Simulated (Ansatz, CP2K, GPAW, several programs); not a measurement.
**Al2O3: cheap methods against density-functional theory**

Aim: run Al2O3 through methods of unlike cost and see what each gets, and at what price.

Program: CP2K, Ansatz, GPAW (versions at each run). Level of theory: no spin polarisation, static lattice; gaps from single points on the cell relaxed beforehand with r²SCAN. These are calculated values, not measurements.

**1. The structure to begin with**

The structure is trigonal, space group P-3m1 (No. 164). The conventional cell has a = 2.864 Å, b = 2.864 Å, c = 6.833 Å, α = 90.00°, β = 90.00°, γ = 120.00°. Al (site symmetry 3m) has 6 O at 1.78 to 2.14 Å in its first shell of neighbours. O (site symmetry -3m) is surrounded by 6 Al at 2.14 Å. Around O (site symmetry 3m) lie 3 Al at 1.78 Å.

Coordinates:

```cif
data_structure
_symmetry_space_group_name_H-M 'P-3m1'
_symmetry_Int_Tables_number 164
_cell_length_a 2.8641
_cell_length_b 2.8641
_cell_length_c 6.8333
_cell_angle_alpha 90.000
_cell_angle_beta 90.000
_cell_angle_gamma 120.000
_cell_volume 48.55
loop_
_atom_site_label
_atom_site_type_symbol
_atom_site_symmetry_multiplicity
_atom_site_Wyckoff_symbol
_atom_site_fract_x
_atom_site_fract_y
_atom_site_fract_z
_atom_site_occupancy
Al1 Al 2 d 0.33333 0.66667 0.19934 1
O1 O 1 a 0.00000 0.00000 0.00000 1
O2 O 2 d 0.33333 0.66667 0.70321 1
```

The structure type (A-type La2O3) is imposed and need not be the compound's stable one.

**Question.** The methods are PBE/DZVP, PBE/SZV, coarse PBE, GLLB-SC, PBE, r2SCAN. What gap does r2SCAN give on this cell, and which other methods (full PBE left aside) come nearest to r2SCAN and farthest in gap?

| quantity | value |
| --- | --- |
| r2SCAN | gap 5.65 eV, 9.71 Å³/atom, B₀ 213 GPa |
| gap: nearest and farthest of the other methods | PBE/DZVP (-0.90 eV), GLLB-SC (+2.26 eV) |

In words: For the gap, of the 4 methods compared (full PBE left aside), PBE/DZVP comes nearest to r2SCAN and GLLB-SC is farthest. A minimal basis or a coarse cutoff and mesh shifts results by its own error, so closeness to r2SCAN can be chance. GLLB-SC is compared with its derivative discontinuity added. No volume is given for PBE/SZV, coarse PBE, which can hide a larger miss. The crystal holds layers or molecular units; volumes and moduli at fixed shape hide how each method binds them. CPU times run from 0.82 s (coarse PBE) to 41 s (PBE/DZVP). On this cell PBE/DZVP cost more than r2SCAN itself (17 s), so it is no saving here. r2SCAN is a yardstick, not the truth: it usually gives gaps below the measured ones.
